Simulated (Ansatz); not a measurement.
# Al16H: the cost of one run

Program: Ansatz 0.2.0. Level of theory: DFT PBE, plane waves, PAW, scalar-relativistic, no spin polarisation. These are calculated values, not measurements.

1 further run of the same task is left out (it didn't finish).

## Step 1: Starting point

The cell holds 17 atoms (Al16H): a = 8.100 Å, b = 5.728 Å, c = 16.296 Å, α = 90.00°, β = 90.00°, γ = 90.00°.

Its coordinates follow in the input file.

## Step 2: End point A

Contents of input.yaml:

```yaml
crystal:
  lattice:
    - [8.1, 0.0, 0.0]
    - [0.0, 5.727565, 0.0]
    - [0.0, 0.0, 16.295674]
  atoms:
    - { symbol: Al, position: [0.25, 0.25, 0.061366] }
    - { symbol: Al, position: [0.75, 0.25, 0.061366] }
    - { symbol: Al, position: [0.25, 0.75, 0.061366] }
    - { symbol: Al, position: [0.75, 0.75, 0.061366] }
    - { symbol: Al, position: [0.0, 0.0, 0.1492354] }
    - { symbol: Al, position: [0.5, 0.0, 0.1492354] }
    - { symbol: Al, position: [0.0, 0.5, 0.1492354] }
    - { symbol: Al, position: [0.5, 0.5, 0.1492354] }
    - { symbol: Al, position: [0.25, 0.25, 0.2371048] }
    - { symbol: Al, position: [0.75, 0.25, 0.2371048] }
    - { symbol: Al, position: [0.25, 0.75, 0.2371048] }
    - { symbol: Al, position: [0.75, 0.75, 0.2371048] }
    - { symbol: Al, position: [0.0, 0.0, 0.3249742] }
    - { symbol: Al, position: [0.5, 0.0, 0.3249742] }
    - { symbol: Al, position: [0.0, 0.5, 0.3249742] }
    - { symbol: Al, position: [0.5, 0.5, 0.3249742] }
    - { symbol: H, position: [0.2406451, 0.2493872, 0.3317245] }
basis:
  ecutwfc: 420.0
kpoints:
  mp_grid: { grid: [2, 3, 1] }
hamiltonian:
  xc: pbe
scf:
  occupations: { method: fermi_dirac, width: 0.1 }
  lower_state_search: "off"
relax:
  f_tol: 0.03
  max_steps: 60
  adjacent_minimum: "off"
  constraints: [{ sites: [0, 1, 2, 3] }]
```

On the command line:

```bash
> ansatz run input.yaml --threads 1 --pin off --max-ram 3072MiB --backend cpu --events-out ev --progress --plain --runs-dir out
```

What time and memory should one allow on 1 thread of Intel Xeon Platinum 8488C (Sapphire Rapids), shared host?

About 78 s, with a peak of 0.74 GiB.
